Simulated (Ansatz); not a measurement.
Runs of Ansatz 0.2.0 on PtS2. Symmetry: P-3m1, No. 164, trigonal system. Conventional cell: a = 3.543 Å, b = 3.543 Å, c = 5.039 Å, α = 90.00°, β = 90.00°, γ = 120.00°. Pt (site symmetry -3m) has 6 S at 2.34 Å as nearest neighbours. S (site symmetry 3m) is surrounded by 3 Pt at 2.34 Å. 

```tsv
level	gap on the mesh (eV)	pressure (GPa)	relaxed volume (Å³/atom)
PBEsol+D3(BJ)-ATM	none	0.0	16.25
PBEsol	(a)	0.0	17.52
PBEsol+D3(BJ)	none	0.0	16.07
PBEsol+D4	none	0.0	(b)
```

Alike in all rows: task relaxation of cell and atoms; potentials or basis Ansatz PAW; no spin polarisation; cell relaxed; k mesh 9 × 9 × 5; cutoff (eV) 420; smearing fermi-dirac 0.05 eV.

Task: Estimate the missing entries.

Result: (a) 0.28; (b) 16.44.

Caveats: the plane-wave basis is chosen anew once the cell has moved, so the energies of steps on either side of that aren't comparable; the PAW data sets come from PBE, with cores solved anew for the run's functional, which leaves a small shift of forces and pressure; pairwise dispersion overbinds metals, which lowers pressure and volume (some runs); odd divisions of the mesh miss points on the zone boundary, where band edges often lie, so the gap on the mesh can be too wide (some runs); spin-orbit coupling is left out, which moves the levels of the heavy elements (some runs).

A k mesh can miss the band edges, and the runs leave out spin-orbit coupling on Pt.

A gap of «none» marks a metal or a gap under the smearing width.
